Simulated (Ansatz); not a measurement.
Relaxed GeO2 (rutile):

```xyz
6
Lattice="4.4105 0.0000 0.0000 0.0000 4.4105 0.0000 0.0000 0.0000 2.8702" Properties=species:S:1:pos:R:3 pbc="T T T"
Ge     0.0000     0.0000     0.0000
Ge     2.2053     2.2053     1.4351
O      1.3496     1.3496     0.0000
O      3.5549     0.8556     1.4351
O      0.8556     3.5549     1.4351
O      3.0609     3.0609     0.0000
```

In each cell atom 5 (O, nearest neighbour Ge at 1.877 Å; its periodic images, 2.9 Å or more away, move with it) moves by s·(0.577, 0.577, 0.577) (along Cartesian [111]), the rest being held.

Calculation: r2SCAN (plane waves to 500 eV, PAW, scalar-relativistic; Ansatz, an electronic-structure program). k mesh 6×6×9 (Γ-centred), Fermi-Dirac smearing 0.05 eV. F∥ is the force on the atom along that direction. GeO2 was relaxed with its symmetry unable to fall. 

| s (Å) | F∥ (eV/Å) |
|---|---|
| -0.380 | 3.768 |
| -0.304 | 3.059 |
| -0.228 | 2.323 |
| -0.152 | 1.563 |
| -0.076 | 0.786 |
| 0.000 | 0.000 |
| 0.076 | -0.786 |
| 0.152 | -1.563 |
| 0.228 | -2.323 |
| 0.304 | -3.059 |
| 0.380 | -3.768 |

What is the force constant k = d²E/ds² of this move at s = 0?

10.4 eV/Å². The forces along the line at the two nearest points give (0.786 − (-0.786)) / (2·0.076) = 10.34 eV/Å²; the next pair corrects for the finite step.

(For displaced atoms, the force is minus the slope of the energy, and its curvature is a force constant, which sets phonon frequencies.)
